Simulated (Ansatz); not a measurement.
# Si/GaP/CoSi2: a contact from a semiconductor to a metal, part 2 of 2

Is Si/GaP/CoSi2 a contact for electrons or for holes? The semiconductor is Si diamond(111), undoped, with its far face capped by hydrogen, and the metal is CoSi2 fluorite(111) turned by 180 degrees (type B), with GaP zinc blende(111) between them (whole bilayers). After relaxation the nearest pair at the metal is Si–Ga at 2.48 Å, along the normal. The common net has a side of 3.896 Å, which strains the semiconductor by +0.7 %, the layer between by +0.0 % and the metal by +2.8 %, against typed lattice constants near PBE's. The first steps treat the bulk crystals alone.

Ansatz 0.2.0; PBE DFT, plane waves, PAW files (the session's first sound run).

So far. Step 4 (Relaxing the interfaces): The largest force component on a free atom ends at 0.0072 eV/Å. At one or more of this run's solves the program warned of density in the dipole ramp over its bound, where dipole, forces and levels can be off. Step 5 (The contact's transmission, atomic planes in the …): The semiconductor's channels close between -0.40 and +0.20 eV.

## 6. T(E) from the semiconductor into the metal, atomic planes in the barrier 6, gap between the electrodes 11.94 Å

System of this step: Si/GaP/CoSi2. The cell holds 54 atoms: 38 Si, 3 P, 3 Ga, 9 Co and 1 H. Its edges and angles: a = 3.896 Å, b = 3.896 Å, c = 96.070 Å, α = 90.0°, β = 90.0°, γ = 120.0°. Regions: left electrode, 20 atoms (20 Si); barrier, 6 atoms (3 P and 3 Ga); right electrode, 27 atoms (18 Si and 9 Co). Vacuum lies along c.

A thicker layer between them.

File input.yaml:

```yaml
crystal:
  lattice:
    - [3.896, 0.0, 0.0]
    - [-1.948, 3.3740349731, 0.0]
    - [0.0, 0.0, 96.0704755163]
  atoms:
    - { symbol: Si, position: [0.66666667, 0.33333333, 0.1613398905] }
    - { symbol: Si, position: [0.0, 0.0, 0.1694525579] }
    - { symbol: Si, position: [0.0, 0.0, 0.1941191369] }
    - { symbol: Si, position: [0.33333333, 0.66666667, 0.2022318043] }
    - { symbol: Si, position: [0.33333333, 0.66666667, 0.2268983833] }
    - { symbol: Si, position: [0.66666667, 0.33333333, 0.2350110507] }
    - { symbol: Si, position: [0.66666667, 0.33333333, 0.2596776298] }
    - { symbol: Si, position: [0.0, 0.0, 0.2677902972] }
[... 42 atom lines left out ...]
    - { symbol: Si, position: [0.33333333, 0.66666667, 0.839246654] }
    - { symbol: Co, position: [0.0, 0.0, 0.8467601506] }
    - { symbol: Si, position: [0.66666667, 0.33333333, 0.8542736473] }
    - { symbol: H, position: [0.66666667, 0.33333333, 0.1457263527] }
kpoints:
  mp_grid: { grid: [8, 8, 1] }
scf:
  occupations: { method: fermi_dirac, width: 0.1 }
  max_iter: 150
hamiltonian:
  xc: pbe
efield:
  axis: 3
  dipole_correction: true
output:
  transmission:
    kmesh: [12, 12]
    e_range: [-2.5, 2.5]
    de: 0.05
    leads: [[8, 10], [39, 42]]
  dos: { projected: true, e_range: [-6, 5], de: 0.05 }
  write_potential: true
  write_density: true
  volumetric_format: npy
```

Launch:

```console
> ansatz run input.yaml --threads 8 --pin off --max-ram 24576MiB --backend cpu --events-out ev --progress --plain --runs-dir out
```

The job ended after 4 min (8 threads of Arm Neoverse V2, shared host; peak memory 11 GiB).

Numbers from this step:

* free energy: -83940.7937 eV
* Fermi energy: 5.033 eV
* potential step in the lower lead: 30.5 meV
* potential step in the upper lead: 8.5 meV
* work function, lower face: 4.266 eV
* dipole moment: -0.05019 e·Å
* dipole field: -0.007191 V/Å

One spin. Table of transmission, zone mean by energy, zero at the Fermi level:

| energy (eV) | transmission, zone mean |
| --- | --- |
| -2.400 | 0.400 |
| -2.250 | 0.450 |
| -2.200 | 0.436 |
| -2.000 | 0.366 |
| -1.800 | 0.227 |
| -1.600 | 0.192 |
| -1.400 | 0.0771 |
| -1.200 | 0.0182 |
| -1.000 | 0.00694 |
| -0.800 | 0.00322 |
| -0.600 | 0.00105 |
| -0.400 | 1.0e-4 |
| -0.200 | 0 |
| 0.000 | 0 |
| 0.200 | 6.9e-5 |
| 0.400 | 9.5e-4 |
| 0.600 | 0.00719 |
| 0.800 | 0.00827 |
| 1.000 | 0.00975 |
| 1.200 | 0.0295 |
| 1.400 | 0.0451 |
| 1.600 | 0.165 |
| 1.800 | 0.228 |
| 2.000 | 0.340 |
| 2.200 | 0.493 |
| 2.400 | 0.695 |

One spin. Table of open channels, zone mean by energy, zero at the Fermi level:

| energy (eV) | lower lead | upper lead |
| --- | --- | --- |
| -2.400 | 1.72 | 1.23 |
| -2.200 | 1.59 | 1.40 |
| -2.000 | 1.55 | 1.42 |
| -1.800 | 1.34 | 1.74 |
| -1.600 | 1.04 | 1.75 |
| -1.400 | 0.854 | 1.57 |
| -1.200 | 0.646 | 1.67 |
| -1.000 | 0.354 | 1.63 |
| -0.800 | 0.312 | 1.72 |
| -0.600 | 0.146 | 1.88 |
| -0.400 | 0.00694 | 1.75 |
| -0.200 | 0 | 1.46 |
| 0.000 | 0 | 1.35 |
| 0.200 | 0.0417 | 1.27 |
| 0.400 | 0.125 | 1.03 |
| 0.600 | 0.333 | 0.944 |
| 0.800 | 0.583 | 0.681 |
| 1.000 | 0.757 | 0.597 |
| 1.200 | 1.07 | 0.514 |
| 1.400 | 1.40 | 0.694 |
| 1.600 | 1.82 | 0.924 |
| 1.800 | 2.15 | 1.17 |
| 2.000 | 2.24 | 1.34 |
| 2.200 | 1.99 | 1.5 |
| 2.400 | 1.83 | 1.83 |

Projected DOS an atom over height of the atomic layer and energy from the Fermi level. Layers: H Si Si Si Si Si Si Si Si Si Si Si Si Si Si Si Si Si Si Si Si P Ga P Ga P Ga Si Co Si Si Co Si Si Co Si Si Co Si Si Co Si Si Co Si Si Co Si Si Co Si Si Co Si; projections on atoms miss part of the total, and the computed bands can run out at the top of the range; a column is the mean of 4 neighbouring layers, the last of those left over.

Ten even steps from '0' (0.00 states/eV) to '9' (2.55 states/eV), each cell a mean:
```
00000000000000
00111110000011
11111121111211
22222211111111
12222220000111
12211121121111
12222211111112
01112200000002
00001000000001
00000001011112
00000002112113
00000004224224
01100016336339
12221118448447
22222224223224
22222222222223
22222222223222
12222323334332
21222212222211
00001201111110
00000001110110
00000000110110
```
Columns: height of the atomic layer (Å) from 16.1 to 81.7 (not evenly spaced); rows upwards: energy from the Fermi level (eV) from -6 to 5.

The semiconductor's channels close between -0.40 and +0.20 eV. In the worse lead the potential repeats within 30 meV, which the program flags as too much for a lead, so the lead is short or a field runs through it.

## 7. T(E) from the semiconductor into the metal, atomic planes in the barrier 8, gap between the electrodes 15.12 Å

System of this step: Si/GaP/CoSi2. The cell holds 56 atoms: 38 Si, 4 P, 4 Ga, 9 Co and 1 H. Its edges and angles: a = 3.896 Å, b = 3.896 Å, c = 99.250 Å, α = 90.0°, β = 90.0°, γ = 120.0°. Regions: left electrode, 20 atoms (20 Si); barrier, 8 atoms (4 P and 4 Ga); right electrode, 27 atoms (18 Si and 9 Co). Vacuum lies along c.

File input.yaml:

```yaml
crystal:
  lattice:
    - [3.896, 0.0, 0.0]
    - [-1.948, 3.3740349731, 0.0]
    - [0.0, 0.0, 99.250451613]
  atoms:
    - { symbol: Si, position: [0.66666667, 0.33333333, 0.156170574] }
    - { symbol: Si, position: [0.0, 0.0, 0.1640233122] }
    - { symbol: Si, position: [0.0, 0.0, 0.1878995761] }
    - { symbol: Si, position: [0.33333333, 0.66666667, 0.1957523144] }
    - { symbol: Si, position: [0.33333333, 0.66666667, 0.2196285783] }
    - { symbol: Si, position: [0.66666667, 0.33333333, 0.2274813165] }
    - { symbol: Si, position: [0.66666667, 0.33333333, 0.2513575804] }
    - { symbol: Si, position: [0.0, 0.0, 0.2592103186] }
[... 44 atom lines left out ...]
    - { symbol: Si, position: [0.66666667, 0.33333333, 0.8443971776] }
    - { symbol: Co, position: [0.33333333, 0.66666667, 0.8516699425] }
    - { symbol: Si, position: [0.0, 0.0, 0.8589427073] }
    - { symbol: H, position: [0.66666667, 0.33333333, 0.1410572927] }
kpoints:
  mp_grid: { grid: [8, 8, 1] }
scf:
  occupations: { method: fermi_dirac, width: 0.1 }
  max_iter: 150
hamiltonian:
  xc: pbe
efield:
  axis: 3
  dipole_correction: true
output:
  transmission:
    kmesh: [12, 12]
    e_range: [-2.5, 2.5]
    de: 0.05
    leads: [[8, 10], [41, 44]]
  dos: { projected: true, e_range: [-6, 5], de: 0.05 }
  write_potential: true
  write_density: true
  volumetric_format: npy
```

It took 4.3 min on 8 threads; peak memory 11 GiB.

One spin. The transmission, zone mean by energy, zero at the Fermi level:

energy (eV), transmission, zone mean and a bar:
```
   -2.400      0.321 ##############
   -2.250      0.378 #################
   -2.200      0.351 ################
   -2.000      0.259 ############
   -1.900      0.344 ###############
   -1.800      0.136 ######
   -1.750      0.280 #############
   -1.600      0.181 ########
   -1.400      0.058 ###
   -1.200      0.035 ##
   -1.000      0.003 
   -0.800      0.001 
   -0.600      0.000 
   -0.400      0.000 
   -0.200      0.000 
    0.000      0.000 
    0.200      0.000 
    0.400      0.001 
    0.600      0.004 
    0.800      0.004 
    1.000      0.005 
    1.200      0.063 ###
    1.400      0.075 ###
    1.600      0.197 #########
    1.650      0.229 ##########
    1.800      0.196 #########
    2.000      0.231 ##########
    2.200      0.432 ###################
    2.400      0.668 ##############################
```

The semiconductor's channels close between -0.40 and +0.20 eV. In the worse lead the potential repeats within 32 meV, which the program flags as too much for a lead, so the lead is short or a field runs through it.

## 8. Side by side

Times are for 8 threads of Arm Neoverse V2, shared host. Results by setting:

| no. | gap between the electrodes (Å) | potential step in the lower lead (meV) | time | memory (GiB) |
| --- | --- | --- | --- | --- |
| 1 | 8.76 | 27.3 | 3.2 min | 9.9 |
| 2 | 11.94 | 30.5 | 4 min | 11 |
| 3 | 15.12 | 31.5 | 4.3 min | 11 |

The runs together. The transmission, zone mean by energy, zero at the Fermi level:

| energy (eV) | 8.76 | 11.94 | 15.12 |
| --- | --- | --- | --- |
| -2.400 | 0.559 | 0.400 | 0.321 |
| -2.300 | 0.563 | 0.397 | 0.330 |
| -2.250 | 0.509 | 0.450 | 0.378 |
| -2.200 | 0.495 | 0.436 | 0.351 |
| -2.000 | 0.365 | 0.366 | 0.259 |
| -1.800 | 0.293 | 0.227 | 0.136 |
| -1.600 | 0.173 | 0.192 | 0.181 |
| -1.500 | 0.261 | 0.188 | 0.148 |
| -1.400 | 0.129 | 0.0771 | 0.0582 |
| -1.200 | 0.0427 | 0.0182 | 0.0353 |
| -1.000 | 0.0172 | 0.00694 | 0.00349 |
| -0.800 | 0.00813 | 0.00322 | 0.00150 |
| -0.600 | 0.00269 | 0.00105 | 4.8e-4 |
| -0.400 | 2.5e-4 | 1.0e-4 | 4.7e-5 |
| -0.200 | 0 | 0 | 0 |
| 0.000 | 0 | 0 | 0 |
| 0.200 | 5.5e-4 | 6.9e-5 | 4.9e-5 |
| 0.400 | 0.00600 | 9.5e-4 | 7.3e-4 |
| 0.600 | 0.0235 | 0.00719 | 0.00382 |
| 0.800 | 0.0248 | 0.00827 | 0.00360 |
| 1.000 | 0.0375 | 0.00975 | 0.00490 |
| 1.200 | 0.0555 | 0.0295 | 0.0632 |
| 1.400 | 0.0697 | 0.0451 | 0.0746 |
| 1.600 | 0.248 | 0.165 | 0.197 |
| 1.650 | 0.328 | 0.219 | 0.229 |
| 1.800 | 0.254 | 0.228 | 0.196 |
| 2.000 | 0.394 | 0.340 | 0.231 |
| 2.200 | 0.581 | 0.493 | 0.432 |
| 2.400 | 0.754 | 0.695 | 0.668 |

## 9. The first cell with another functional, cutoff 500 eV

This step: r2SCAN DFT, plane waves, PAW files; ballistic transmission by layer matching between semi-infinite leads (Ansatz 0.2.0).

System of this step: Si/GaP/CoSi2. The cell holds 52 atoms: 38 Si, 2 P, 2 Ga, 9 Co and 1 H. Cell: a = 3.896 Å, b = 3.896 Å, c = 92.890 Å, α = 90.0°, β = 90.0°, γ = 120.0°. Regions: left electrode, 20 atoms (20 Si); barrier, 4 atoms (2 P and 2 Ga); right electrode, 27 atoms (18 Si and 9 Co). Vacuum lies along c.

r2SCAN opens the gap somewhat, so the first cell is run again with it to see how the barriers share the change.

File input.yaml:

```yaml
crystal:
  lattice:
    - [3.896, 0.0, 0.0]
    - [-1.948, 3.3740349731, 0.0]
    - [0.0, 0.0, 92.8904994196]
  atoms:
    - { symbol: Si, position: [0.66666667, 0.33333333, 0.1668631356] }
    - { symbol: Si, position: [0.0, 0.0, 0.1752535288] }
    - { symbol: Si, position: [0.0, 0.0, 0.2007645336] }
    - { symbol: Si, position: [0.33333333, 0.66666667, 0.2091549268] }
    - { symbol: Si, position: [0.33333333, 0.66666667, 0.2346659316] }
    - { symbol: Si, position: [0.66666667, 0.33333333, 0.2430563248] }
    - { symbol: Si, position: [0.66666667, 0.33333333, 0.2685673296] }
    - { symbol: Si, position: [0.0, 0.0, 0.2769577228] }
[... 40 atom lines left out ...]
    - { symbol: Si, position: [0.0, 0.0, 0.8337434884] }
    - { symbol: Co, position: [0.66666667, 0.33333333, 0.8415141991] }
    - { symbol: Si, position: [0.33333333, 0.66666667, 0.8492849098] }
    - { symbol: H, position: [0.66666667, 0.33333333, 0.1507150902] }
kpoints:
  mp_grid: { grid: [8, 8, 1] }
scf:
  occupations: { method: fermi_dirac, width: 0.1 }
  max_iter: 150
hamiltonian:
  xc: r2scan
efield:
  axis: 3
  dipole_correction: true
output:
  transmission:
    kmesh: [12, 12]
    e_range: [-2.5, 2.5]
    de: 0.05
    leads: [[8, 10], [37, 40]]
  dos: { projected: true, e_range: [-6, 5], de: 0.05 }
  write_potential: true
  write_density: true
  volumetric_format: npy
```

Wall time 6.4 min (8 threads); peak memory 14 GiB.

Numbers from this step:

```
free energy                      : -79592.9052 eV
Fermi energy                     : 4.930 eV
channels of the upper lead       : 1.271
potential step in the lower lead : 28.9 meV
potential step in the upper lead : 9.8 meV
work function, upper face        : 5.111 eV
work function, lower face        : 4.231 eV
dipole moment                    : -0.06389 e·Å
dipole field                     : -0.009468 V/Å
```

One spin. Table of transmission, zone mean by energy, zero at the Fermi level:

energy (eV), transmission, zone mean and a bar:
```
   -2.400      0.542 ##############################
   -2.200      0.352 ###################
   -2.000      0.289 ################
   -1.800      0.175 ##########
   -1.600      0.149 ########
   -1.550      0.218 ############
   -1.400      0.051 ###
   -1.200      0.005 
   -1.000      0.006 
   -0.800      0.002 
   -0.600      0.000 
   -0.400      0.000 
   -0.200      0.000 
    0.000      0.000 
    0.200      0.000 
    0.400      0.005 
    0.600      0.021 #
    0.800      0.011 #
    1.000      0.032 ##
    1.200      0.035 ##
    1.400      0.096 #####
    1.600      0.071 ####
    1.800      0.218 ############
    2.000      0.263 ###############
    2.200      0.446 #########################
    2.400      0.485 ###########################
```

One spin. The open channels, zone mean by energy, zero at the Fermi level:

| energy (eV) | lower lead | upper lead |
| --- | --- | --- |
| -2.400 | 1.59 | 1.15 |
| -2.200 | 1.47 | 1.44 |
| -2.000 | 1.34 | 1.49 |
| -1.800 | 1.02 | 2.02 |
| -1.600 | 0.729 | 1.85 |
| -1.400 | 0.646 | 1.19 |
| -1.200 | 0.354 | 1.72 |
| -1.000 | 0.312 | 1.59 |
| -0.800 | 0.146 | 1.88 |
| -0.600 | 0.00694 | 1.92 |
| -0.400 | 0 | 1.71 |
| -0.200 | 0 | 1.62 |
| 0.000 | 0 | 1.27 |
| 0.200 | 0 | 1.19 |
| 0.400 | 0.104 | 0.979 |
| 0.600 | 0.292 | 0.979 |
| 0.800 | 0.5 | 0.778 |
| 1.000 | 0.75 | 0.653 |
| 1.200 | 0.944 | 0.556 |
| 1.400 | 1.36 | 0.514 |
| 1.600 | 1.53 | 0.486 |
| 1.800 | 1.99 | 0.799 |
| 2.000 | 2.11 | 0.882 |
| 2.200 | 2.37 | 1.09 |
| 2.400 | 1.91 | 1.38 |

Projected DOS an atom over height of the atomic layer and energy from the Fermi level. Layers: H Si Si Si Si Si Si Si Si Si Si Si Si Si Si Si Si Si Si Si Si P Ga P Ga Si Co Si Si Co Si Si Co Si Si Co Si Si Co Si Si Co Si Si Co Si Si Co Si Si Co Si; projections on atoms miss part of the total, and the computed bands can run out at the top of the range; a column is the mean of 4 neighbouring layers, the last of those left over.

Ten even steps from '_' (0.00 states/eV) to '@' (2.37 states/eV), each cell a mean:
```
__________________________
..........................
............::......::....
::----::::::..............
......::::::..............
::::::::::::..::::::::::..
..::::::::::..............
__..........____________..
__________________________
____________......__......
____________....::....::::
____________--::==----==--
____________==--**----**++
............++++@@++++@@==
..::::::::::--::==::::==--
::::::::::::::::::::::::::
::------::::::::::::::::::
::::::::::--::--==--------
..::::::::::::::::::::::::
::........::..............
________..................
______________..__......__
```
Columns: height of the atomic layer (Å) from 16.1 to 77.6 (not evenly spaced); rows upwards: energy from the Fermi level (eV) from -6 to 5.

The semiconductor's channels close between -0.60 and +0.25 eV. In the worse lead the potential repeats within 29 meV, which the program flags as too much for a lead, so the lead is short or a field runs through it.

## 10. The same cell, other settings

This step: PBE DFT, plane waves, PAW files; ballistic transmission by layer matching between semi-infinite leads; changed: output.transmission.bias = [0.5] (Ansatz 0.2.0).

The setting was drawn as a possible misstep, on purpose. Where the input is shown as a difference, that is against the step before, not the twin.

input.yaml, as its differences from that of step 9:

```diff
@@ -64,3 +64,3 @@
 hamiltonian:
-  xc: r2scan
+  xc: pbe
 efield:
@@ -74,2 +74,3 @@
     leads: [[8, 10], [37, 40]]
+    bias: [0.5]
   dos: { projected: true, e_range: [-6, 5], de: 0.05 }
```

Elapsed: 0.02 s, on 8 threads; peak memory 0.022 GiB.

The input was rejected at the start.

The program's message: “Error: YAML parse error: error: line 75 column 5: unknown field `bias`, expected one of leads, temperature, e_range, de, kmesh, mesh_tolerance, kpoints, reduced_basis”

The change that led to it: output.transmission.bias = [0.5].

## 11. What came out

```json
{
 "valence edge of the semiconductor lead against the Fermi level, 4 planes": "-0.40 eV",
 "conduction edge of the semiconductor lead against the Fermi level, 4 planes": "+0.20 eV",
 "valence edge of the semiconductor lead against the Fermi level, 6 planes": "-0.40 eV",
 "conduction edge of the semiconductor lead against the Fermi level, 6 planes": "+0.20 eV",
 "valence edge of the semiconductor lead against the Fermi level, 8 planes": "-0.40 eV",
 "conduction edge of the semiconductor lead against the Fermi level, 8 planes": "+0.20 eV",
 "valence edge of the semiconductor lead against the Fermi level, r2SCAN": "-0.60 eV",
 "conduction edge of the semiconductor lead against the Fermi level, r2SCAN": "+0.25 eV"
}
```

**Reading.** The metal's Fermi level lies in the gap of the semiconductor, 0.20 eV under the first conduction channel and 0.40 eV over the last valence one, as read in the lead, away from the contact; bands can bend on the way there. The edges are read from the typed mesh and energy grid, to 0.05 eV at best; the semiconductor's potential still steps by 27 meV a period, so they depend on where the lead is cut. Adding 4 atomic planes to the layer under the metal moves the conduction edge by +0.00 eV, about one grid step or less. r2SCAN moves the edges to -0.60 and +0.25 eV, 0.85 eV apart on the grid against 0.60 eV. The semiconductor is undoped and only a few nanometres thick, with its far face capped by hydrogen. A semilocal functional narrows gaps, and the two barriers add up to the gap, so their sum is too small. No spin-orbit coupling, phonons, disorder or image charges enter; the interfaces are ordered, one cell wide and lattice-matched by strain. Semilocal gaps are too small, which can bring a band edge of the barrier nearer to the Fermi level than it is.

[Logs are printed without paths, hosts, clocks, repeated set-up lines and the standing remarks that a program may print on its own settings, such as how far it seeks lower states.]

[Hosts, paths, dates, database ids (printed as entryN), source tags and the programs' standing remarks are cut or masked in the printed files.]
